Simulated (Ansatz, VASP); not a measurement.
# CO: VASP beside Ansatz

INCAR

```
ALGO = Normal
EDIFF = 1E-6
ENCUT = 520
GGA = PE
ISIF = 2
ISMEAR = 0
LASPH = T
LCHARG = F
LREAL = F
LWAVE = F
NBANDS = 30
NELM = 60
PREC = Accurate
SIGMA = 0.01
```

The input KPOINTS:

```
k-points
0
Gamma
  3 3 3
```

File POSCAR:

```
CO
1.0
    5.9638080000      0.0000000000      0.0000000000
    0.0000000000      5.9638080000      0.0000000000
    0.0000000000      0.0000000000      5.9638080000
C O
4 4
Direct
    0.9591640000      0.9591640000      0.9591640000
    0.5408360000      0.0408360000      0.4591640000
    0.4591640000      0.5408360000      0.0408360000
    0.0408360000      0.4591640000      0.5408360000
    0.0698180000      0.0698180000      0.0698180000
    0.4301820000      0.9301820000      0.5698180000
    0.5698180000      0.4301820000      0.9301820000
    0.9301820000      0.5698180000      0.4301820000
```

Input for Ansatz:

```yaml
crystal:
  lattice:
    - [5.963808, 0.0, 0.0]
    - [0.0, 5.963808, 0.0]
    - [0.0, 0.0, 5.963808]
  atoms:
    - { symbol: C, position: [0.959164, 0.959164, 0.959164] }
    - { symbol: C, position: [0.540836, 0.040836, 0.459164] }
    - { symbol: C, position: [0.459164, 0.540836, 0.040836] }
    - { symbol: C, position: [0.040836, 0.459164, 0.540836] }
    - { symbol: O, position: [0.069818, 0.069818, 0.069818] }
    - { symbol: O, position: [0.430182, 0.930182, 0.569818] }
    - { symbol: O, position: [0.569818, 0.430182, 0.930182] }
    - { symbol: O, position: [0.930182, 0.569818, 0.430182] }
basis:
  ecutwfc: 550.0
kpoints:
  mp_grid:
    grid: [3, 3, 3]
hamiltonian:
  xc: pbe
  pseudopotentials:
    kind: paw
scf:
  occupations:
    method: fixed
output:
  write_potential_components: true
  populations: true
  band_densities:
    - { bands: [v1, v1] }
    - { bands: [c1, c1] }
  eigenvalues: true
```

The cell comes from a database or a generator and needn't be the stable form of this composition.

Alike in both runs: task single point; functional PBE; k mesh 3 × 3 × 3; no spin polarisation.

|  | VASP | Ansatz |
| --- | --- | --- |
| version | VASP 6.6.1 | Ansatz 0.2.0 |
| potentials or method | VASP PAW PBE potentials, release 64 (C, O) | plane waves, PAW |
| plane-wave cutoff (eV) | 520 | 550 |
| occupations | gaussian, width 0.01 eV | fixed |
| valence electrons in the cell | 40 | 40 |

Ansatz gave:

| Quantity | Value |
| --- | --- |
| gap on the k mesh at the Fermi level (eV) | 6.16 |

**Question.** Estimate VASP's values.

**Answer.** gap on the k mesh at the Fermi level (eV): 6.15.

Caveats: the standard files for N, O and F lose accuracy on very short bonds; an odd mesh through Γ misses points on the zone boundary, where band edges often lie. A hybrid or GW would open this gap; PBE tends to underestimate it.
